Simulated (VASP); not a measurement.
# Nb (Fm-3m) in VASP: settings compared

One crystal, Nb, is run at these levels: SCAN+MBD, vdW-DF; tasks: core levels, optical spectrum.

Program: VASP 6.6.1. These are calculated values, not measurements. Logs are shortened: lines on timing, memory, paths and dates and some standing lists are left out, and cuts for length are marked.

**1. The crystal as given**

It takes space group Fm-3m (No. 225, cubic). The conventional cell has a = 4.230 Å, b = 4.230 Å, c = 4.230 Å, α = 90.00°, β = 90.00°, γ = 90.00°. Nb (site symmetry m-3m) has 12 Nb at 2.99 Å as nearest neighbours.

This isn't the form of Nb at room conditions, which is bcc.

**2. Core levels, SCAN+MBD (cell strained at random at fixed volume)**

INCAR reads:

```
SYSTEM = Nb
PREC = Accurate
ENCUT = 520
EDIFF = 1E-7
ISMEAR = 1
SIGMA = 0.2
LREAL = .False.
LASPH = .True.
NELM = 60
ALGO = Normal
ISIF = 2
LWAVE = .False.
LCHARG = .False.
METAGGA = SCAN
LMIXTAU = .True.
IVDW = 202
ICORELEVEL = 1
```

KPOINTS reads:

```
regular mesh
0
Gamma
  11 11 11
  0 0 0
```

POSCAR reads:

```
Nb
1.0
    0.0157410000      2.1269750000      2.0968540000
    2.1048390000      0.0251600000      2.0874340000
    2.1443850000      2.1571020000     -0.0143860000
Nb
1
Direct
   -0.0007130000     -0.0096250000      0.0088450000
```

Potentials or basis: VASP PAW PBE potentials, release 64 (Nb_sv).

Launch:

```console
> cat potpaw_PBE.64/Nb_sv/POTCAR > POTCAR
> mpirun -np 1 vasp_std > vasp.out
```

OUTCAR:

```text
SYSTEM = Nb
   PREC = Accurate
   ENCUT = 520
   EDIFF = 1E-7
   ISMEAR = 1
   LREAL = .False.
   LASPH = .True.
   NELM = 60
   ISIF = 2
   METAGGA = SCAN
   IVDW = 202
  IVDW = 202

 ion  position               nearest neighbor table
   1  0.999  0.990  0.009-

  LATTYP: Found a triclinic cell.
 ALAT       =     2.9868155495
 B/A-ratio  =     1.4057595291
 C/A-ratio  =     2.2358168861
 COS(alpha) =     0.0012668741
 COS(beta)  =     0.6771547897
 COS(gamma) =     0.7011525819

  Lattice vectors:

 A1 = (  -0.0157410000,  -2.1269750000,  -2.0968540000)
 A2 = (   0.0238050000,   0.0049670000,  -4.1986740000)
 A3 = (   2.0338110000,  -6.3607320000,  -0.0044540000)

Analysis of symmetry for initial positions (statically):
=====================================================================
 Subroutine PRICEL returns:
 Original cell was already a primitive cell.

 Routine SETGRP: Setting up the symmetry group for a
 triclinic supercell.

 Subroutine GETGRP returns: Found  2 space group operations
 (whereof  1 operations were pure point group operations)
 out of a pool of  2 trial point group operations.

The static configuration has the point symmetry C_1 .
 The point group associated with its full space group is S_2 .

Analysis of symmetry for dynamics (positions and initial velocities):
=====================================================================
 Subroutine PRICEL returns:
 Original cell was already a primitive cell.

 Routine SETGRP: Setting up the symmetry group for a
 triclinic supercell.

 Subroutine GETGRP returns: Found  2 space group operations
 (whereof  1 operations were pure point group operations)
 out of a pool of  2 trial point group operations.

The dynamic configuration has the point symmetry C_1 .
 The point group associated with its full space group is S_2 .

 Subroutine INISYM returns: Found  2 space group operations
 (whereof  1 operations are pure point group operations),
 and found     1 'primitive' translations

----------------------------------------------------------------------------------------

                                     Primitive cell

  volume of cell :      18.9217

  direct lattice vectors                    reciprocal lattice vectors
     0.015741000  2.126975000  2.096854000    -0.237989166  0.238167393  0.237102868
     2.104839000  0.025160000  2.087434000     0.240661045 -0.237646635  0.239253761
     2.144385000  2.157102000 -0.014386000     0.231858287  0.231515755 -0.236581996

  length of vectors
     2.986815550  2.964516984  3.041657940     0.411801312  0.414289783  0.404139643

  position of ions in fractional coordinates (direct lattice)
     0.999287000  0.990375000  0.008845000

  ion indices of the primitive-cell ions
   primitive index   ion index
                 1           1

----------------------------------------------------------------------------------------

 KPOINTS: regular mesh

Automatic generation of k-mesh.
 Grid dimensions read from file:
 generate k-points for:   11   11   11

 Generating k-lattice:

  Cartesian coordinates                     Fractional coordinates (reciprocal lattice)
    -0.021635379  0.021651581  0.021554806     0.090909091 -0.000000000 -0.000000000
     0.021878277 -0.021604240  0.021750342     0.000000000  0.090909091  0.000000000
     0.021078026  0.021046887 -0.021507454     0.000000000  0.000000000  0.090909091

  Length of vectors
     0.037436483  0.037662708  0.036739968

  Shift w.r.t. Gamma in fractional coordinates (k-lattice)
     0.000000000  0.000000000  0.000000000

 Subroutine IBZKPT returns following result:
 ===========================================

 Found    666 irreducible k-points:

 Following reciprocal coordinates:
            Coordinates               Weight
  0.000000  0.000000  0.000000      1.000000
  0.090909  0.000000 -0.000000      2.000000
  0.181818 -0.000000 -0.000000      2.000000
  0.272727  0.000000 -0.000000      2.000000
  0.363636  0.000000  0.000000      2.000000
  0.454545 -0.000000  0.000000      2.000000
[... 16 lines left out ...]
  0.454545  0.181818  0.000000      2.000000
 -0.454545  0.181818 -0.000000      2.000000
 [... further k-points ...]
   k-points           NKPTS =    666   k-points in BZ     NKDIM =    666   number of bands    NBANDS=     10
   number of dos      NEDOS =    301   number of ions     NIONS =      1
   total plane-waves  NPLWV =  13824
   dimension x,y,z NGX =    24 NGY =   24 NGZ =   24
   dimension x,y,z NGXF=    48 NGYF=   48 NGZF=   48
   ions per type =               1
   NGX,Y,Z   is equivalent  to a cutoff of  13.36, 13.46, 13.12 a.u.
   NGXF,Y,Z  is equivalent  to a cutoff of  26.72, 26.92, 26.24 a.u.
 SYSTEM =  Nb
   PREC   = accura    normal or accurate (medium, high low for compatibility)
   ISTART =      0    job   : 0-new  1-cont  2-samecut
   ICHARG =      2    charge: 1-file 2-atom 10-const
   ISPIN  =      1    spin polarized calculation?
   LNONCOLLINEAR =      F non collinear calculations
   LSORBIT =      F    spin-orbit coupling
   LASPH  =      T    aspherical Exc in radial PAW
   ENCUT  =  520.0 eV  38.22 Ry    6.18 a.u.   5.55  5.51  5.66*2*pi/ulx,y,z
   NELM   =     60;   NELMIN=  2; NELMDL= -5     # of ELM steps
   EDIFF  = 0.1E-06   stopping-criterion for ELM
   LREAL  =      F    real-space projection
   EDIFFG = 0.1E-05   stopping-criterion for IOM
   NSW    =      0    number of steps for IOM
   IBRION =     -1    ionic relax: 0-MD 1-quasi-New 2-CG
   NFREE  =      0    steps in history (QN), initial steepest desc. (CG)
   ISIF   =      2    stress and relaxation
   ISYM   =      2    0-nonsym 1-usesym 2-fastsym
   POTIM  = 0.5000    time-step for ionic-motion
   TEBEG  =    0.0;   TEEND  =   0.0 temperature during run
   PSTRESS=    0.0 pullay stress
   NELECT =      13.0000    total number of electrons
   NUPDOWN=      -1.0000    fix difference up-down
   EMIN   =  10.00;   EMAX   =-10.00  energy-range for DOS
   EFERMI =   0.00;   METHOD = LEGACY
   ISMEAR =     1;   SIGMA  =   0.20  broadening in eV -4-tet -1-fermi 0-gaus
   EFERMI_NEDOS =   21; number of points for ismear=-14 and -15
   IALGO  =     38    algorithm
   IMIX   =      4    mixing-type and parameters
     AMIX     =   0.40;   BMIX     =  1.00
     AMIX_MAG =   1.60;   BMIX_MAG =  1.00
  volume/ion in A,a.u.               =      18.92       127.69
  Fermi-wavevector in a.u.,A,eV,Ry     =   1.444560  2.729822 28.392003  2.086753
  Thomas-Fermi vector in A             =   2.562841
   LORBIT       =      0    0 simple, 1 ext, 2 COOP (PROOUT), +10 PAW based schemes
   METAGGA = SCAN    functional components
   LHFCALC =     F    Hartree Fock is set to
   AEXX    =    0.0000 exact exchange contribution
   IVDW    =   202    specifies the selected vdW correction
   LEPSILON=     F    determine dielectric tensor
   LRPA    =     F    only Hartree local field effects (RPA)
 non-spin polarized calculation
 Methfessel and Paxton  Order N= 1 SIGMA  =   0.20
  energy-cutoff  :      520.00
  volume of cell :       18.92
 maximum number of plane-waves:       532
   NGX = 11   NGY = 11   NGZ = 11

 number of electron      13.0000000 magnetization

 Free energy of the ion-electron system (eV)
  ---------------------------------------------------
  ext. energy  EPLUGINS =         0.00000000
  ---------------------------------------------------
  free energy    TOTEN  =       -32.88674593 eV

  energy without entropy =      -32.88652828  energy(sigma->0) =      -32.88667338

 the core state eigenenergies are
   1-  1s -18881.7125  2s  -2650.3196  2p  -2370.6234  3s   -440.1539  3p   -347.4011
       3d   -195.5098

 E-fermi :  10.7847     XC(G=0): -13.3888

 val. band max:       10.7821141799   @ k =  -0.1818   0.0000   0.4545
 cond. band min:      10.7858764078   @ k =   0.0000  -0.2727   0.0909
 fundamental gap:      0.0037622279
 Fermi energy:        10.7846761062

 k-point     1 :       0.0000    0.0000    0.0000
  band No.  band energies     occupation
      1     -45.9365      2.00000
      2     -20.5322      2.00000
      3     -20.4931      2.00000
      4     -20.4629      2.00000
      5       4.1776      2.00000
      6      10.5777      2.05673
      7      10.9305      0.06069
      8      11.0815     -0.05670
      9      13.6421     -0.00000
     10      13.8685     -0.00000

 k-point     2 :       0.0909    0.0000   -0.0000
  band No.  band energies     occupation
      1     -45.9201      2.00000
      2     -20.5948      2.00000
      3     -20.5419      2.00000
      4     -20.4857      2.00000
      5       4.4972      2.00000
      6      10.6979      1.66359
      7      10.7259      1.47467
      8      11.2227     -0.00825
      9      13.5058     -0.00000
     10      13.7255     -0.00000

 k-point     3 :       0.1818   -0.0000   -0.0000
  band No.  band energies     occupation
      1     -45.8757      2.00000
      2     -20.8730      2.00000
      3     -20.5787      2.00000
      4     -20.5241      2.00000
      5       5.3419      2.00000
      6      10.2247      2.00055
      7      10.9746     -0.03815
      8      11.5480     -0.00000
      9      13.3690     -0.00000
     10      13.5537     -0.00000

 k-point     4 :       0.2727    0.0000   -0.0000
  band No.  band energies     occupation
      1     -45.8171      2.00000
      2     -21.2280      2.00000
      3     -20.6248      2.00000
      4     -20.5724      2.00000
      5       6.2910      2.00000
      6      10.1067      2.00002
      7      10.9408      0.03011
      8      11.5573     -0.00000
      9      13.7953     -0.00000
     10      13.9724     -0.00000
[... 209 lines left out ...]
 k-point    21 :       0.2727    0.1818   -0.0000
  band No.  band energies     occupation
      1     -45.8131      2.00000
      2     -21.0797      2.00000
      3     -20.7285      2.00000
      4     -20.6561      2.00000
      5       6.5211      2.00000
      6       9.1196      2.00000
      7      11.4099     -0.00009
      8      12.0011     -0.00000
      9      13.0083     -0.00000
     10      14.5422     -0.00000

 k-point    22 :       0.3636    0.1818   -0.0000
  band No.  band energies     occupation
      1     -45.7621      2.00000
      2     -21.3329      2.00000
      3     -20.7734      2.00000
      4     -20.7389      2.00000
      5       7.2857      2.00000
      6       9.0872      2.00000
      7      10.7757      1.07630
      8      11.9571     -0.00000
      9      14.4429     -0.00000
     10      15.2120      0.00000

 k-point    23 :       0.4545    0.1818    0.0000
  band No.  band energies     occupation
      1     -45.7199      2.00000

------------------------ aborting loop because EDIFF is reached ----------------------------------------

  Hirshfeld charges:
            ion         q(e)
   ------------------------------
      1     Nb       0.00000000

  Tkatchenko/Scheffler method for vdW energy calculation

  Edisp (eV):   -0.47223

  FORCE on cell =-STRESS in cart. coord.  units (eV):
  Direction    XX          YY          ZZ          XY          YZ          ZX
  --------------------------------------------------------------------------------------
  -------------------------------------------------------------------------------------
  Total      -0.76859    -0.56132    -1.09261     0.26009    -0.07346    -0.10574
  in kB     -65.07914   -47.52885   -92.51577    22.02308    -6.22010    -8.95306
  external pressure =      -68.37 kB  Pullay stress =        0.00 kB

 VOLUME and BASIS-vectors are now :
 -----------------------------------------------------------------------------
  energy-cutoff  :      520.00
  volume of cell :       18.92
      direct lattice vectors                 reciprocal lattice vectors
     0.015741000  2.126975000  2.096854000    -0.237989166  0.238167393  0.237102868
     2.104839000  0.025160000  2.087434000     0.240661045 -0.237646635  0.239253761
     2.144385000  2.157102000 -0.014386000     0.231858287  0.231515755 -0.236581996

 POSITION                                       TOTAL-FORCE (eV/Angst)
 -----------------------------------------------------------------------------------
      2.11928      2.16946      4.16257         0.000000      0.000000     -0.000000
 -----------------------------------------------------------------------------------
    total drift:                                0.000040     -0.000120     -0.000044

  FREE ENERGIE OF THE ION-ELECTRON SYSTEM (eV)
  ---------------------------------------------------
  free  energy   TOTEN  =       -33.3589738360 eV

  energy  without entropy=      -33.3587561878  energy(sigma->0) =      -33.35890129
```

It took 4.8 min on 1 thread of Intel Xeon 6975P-C (Granite Rapids), shared host; peak memory 0.26 GiB.

What came out:

| Property | Result |
| --- | --- |
| Free energy | -33.3590 eV |
| Pressure | -6.8 GPa |
| Band gap on the k mesh | none (metal or under the smearing width) |
| Dispersion energy per atom | -0.472 eV |

Levels at points of the mesh, in eV from the Fermi level:
```tsv
k point	band 5	band 6	band 7	band 8	band 9	band 10
(0.00, 0.00, 0.00)	-6.61	-0.21	0.15	0.30	2.86	3.08
```

Core levels (eV, on the scale of the bands):
```
atom                                                                levels
1 Nb  1s -18881.7, 2s -2650.3, 2p -2370.6, 3s -440.2, 3p -347.4, 3d -195.5
```

Caveat: the PAW data sets were made with another functional, which shifts forces and pressure a little; pairwise dispersion overbinds metals, which lowers pressure and volume.

(Continued in part 2 of 2.)
